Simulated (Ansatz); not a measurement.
**Cd: response to strain**

Cd is deformed so: equal xy, yz and zx engineering shear strains of +1 %. What stress and forces result, by LAPW, PAW and all-electron datasets made for the crystal?

Program: Ansatz 0.2.0. Level of theory: DFT PBE, scalar-relativistic. These are calculated values, not measurements.

**1. The system as given**

It takes space group P6_3/mmc (No. 194, hexagonal). The conventional cell has a = 2.979 Å, b = 2.979 Å, c = 5.618 Å, α = 90.00°, β = 90.00°, γ = 120.00°. Around Cd (site symmetry -6m2) lie 12 Cd at 2.98 to 3.29 Å.

As a file:

```xyz
2
Lattice="2.9789 0.0000 0.0000 -1.4894 2.5798 0.0000 0.0000 0.0000 5.6177" Properties=species:S:1:pos:R:3 pbc="T T T"
Cd    0.0000    1.7199    1.4044
Cd    1.4894    0.8599    4.2132
```

Atoms are numbered in the order of the input: Cd1, Cd2.

**2. The deformed structure**

Space group P6_3/mmc before, P-1 after.

**3. Full-potential LAPW**

Input file input.yaml:

```yaml
crystal:
  lattice:
    - [2.9788725081, 0.0148943625, 0.0148943625]
    - [-1.4765373577, 2.5723320853, 0.0054517151]
    - [0.02808825, 0.02808825, 5.61765]
  atoms:
    - { symbol: Cd, position: [0.3333333333, 0.6666666667, 0.25] }
    - { symbol: Cd, position: [0.6666666667, 0.3333333333, 0.75] }
kpoints:
  mp_grid: { grid: [14, 14, 7] }
  band_path:
    path:
      - [0.0, 0.0, 0.0]
      - [0.0, -0.5, 0.0]
      - [0.0, 0.0, 0.5]
      - [0.0, 0.0, 0.0]
      - [-0.5, 0.0, 0.0]
      - [-0.5, 0.5, -0.5]
      - [0.0, 0.0, 0.0]
      - [-0.5, 0.0, -0.5]
      - [-0.5, 0.5, 0.0]
    npoints: 5
scf:
  occupations: { method: fermi_dirac, width: 0.05 }
hamiltonian:
  xc: pbe
  pseudopotentials: { kind: all_electron, lapw: { basis_error: 0.00025 } }
output:
  forces: true
  stress: true
  eigenvalues: true
```

The run is started by

```
$ ansatz run input.yaml --threads 1 --pin off --max-ram 3072MiB --backend cpu --events-out ev --progress --plain --runs-dir out
```

**4. Frozen-core PAW**

Input file input.yaml:

```yaml
crystal:
  lattice:
    - [2.9788725081, 0.0148943625, 0.0148943625]
    - [-1.4765373577, 2.5723320853, 0.0054517151]
    - [0.02808825, 0.02808825, 5.61765]
  atoms:
    - { symbol: Cd, position: [0.3333333333, 0.6666666667, 0.25] }
    - { symbol: Cd, position: [0.6666666667, 0.3333333333, 0.75] }
kpoints:
  mp_grid: { grid: [14, 14, 7] }
scf:
  occupations: { method: fermi_dirac, width: 0.05 }
hamiltonian:
  xc: pbe
  pseudopotentials: { kind: paw }
output:
  forces: true
  stress: true
  eigenvalues: true
  efg: { contact_densities: true }
  write_density: true
  write_potential: true
  elf: true
  volumetric_format: npy
```

**5. Datasets made for this crystal**

Edit input.yaml of step 4 so:

```diff
@@ -14,3 +14,3 @@
   xc: pbe
-  pseudopotentials: { kind: paw }
+  pseudopotentials: { kind: all_electron, datasets: crystal }
 output:
@@ -20,5 +20 @@
   efg: { contact_densities: true }
-  write_density: true
-  write_potential: true
-  elf: true
-  volumetric_format: npy
```

(Steps that only read results are left out.)

**Question.** What will these runs give? Wanted: pressure; largest shear or deviatoric stress.

The runs gave:

```
                                 quantity                                           value
                                 pressure  LAPW 3.03, PAW 3.03, crystal datasets 3.03 GPa
largest shear or deviatoric stress (LAPW)                                        0.87 GPa
```

**Reading.** The largest part of the stress beyond the pressure is 0.87 GPa in size, in the zz component; the atoms are carried along and not relaxed. No run of the undeformed cell stands beside it, so the pressure holds what the given cell had before the change. PAW: stress within 0.01 GPa of LAPW. Crystal datasets: stress within 0.01 GPa of LAPW.
